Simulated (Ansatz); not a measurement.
Field gradients of SiS₂ from run to run

Cell of run 1: a COD entry, atoms as given.

Space group Ibam (No. 72); a = 5.5640, b = 9.5450, c = 5.5520 Å.

```csv
site,Wyckoff,site symmetry,x,y,z
Si,4a,222,0.0000,0.0000,0.7500
S,8j,..m,0.2088,0.1182,0.0000
```

One atom of each set is listed; the run and its k-mesh use a cell of 6 atoms with edges of 6.18, 6.18, 6.18 Å.

Relaxed positions (PBE, cell held):

Si (0.0000, 0.0000, 0.7500)
S (0.2111, 0.1188, 0.0000)

All runs are DFT with Ansatz 0.2.0 (plane waves and PAW, scalar-relativistic unless spin–orbit coupling is named, Γ-centred meshes, Fermi–Dirac smearing where given) in this cell.

Run 1: PBE, atoms as given; 420 eV, 8×8×8 k-points, smearing 0.01 eV.
Run 2: r2SCAN, atoms as given; 500 eV, 8×8×8 k-points, smearing 0.01 eV.
Run 3: PBE, atoms relaxed; 420 eV, 8×8×8 k-points, smearing 0.01 eV.
Run 4: r2SCAN, at the relaxed atoms; 500 eV, 8×8×8 k-points, smearing 0.01 eV.

```
run   Si V_zz (η)     S V_zz (η)
  1  -0.52 (0.43)  -12.84 (0.67)
  2  -0.58 (0.38)  -12.65 (0.67)
  3  -0.44 (0.62)  -13.21 (0.61)
  4             ?              ?
```

V_zz in 10²¹ V/m².

Task: Estimate the row of run 4.

Result: Si: -0.50 (0.54); S: -13.02 (0.61). It lies nearest to run 3, from whose tensors on these sites it differs by 0.19 at most (largest principal value of the difference, on S). Taken one at a time, the positions of the atoms (as given or relaxed) move the tensors on these sites by up to 0.50 (largest principal value of the change, on S), the functional (r2SCAN with its higher cutoff) by 0.20 (S).

In runs 1, 4 the atoms aren't at the calculated equilibrium (largest force 0.28, 0.29 eV/Å).
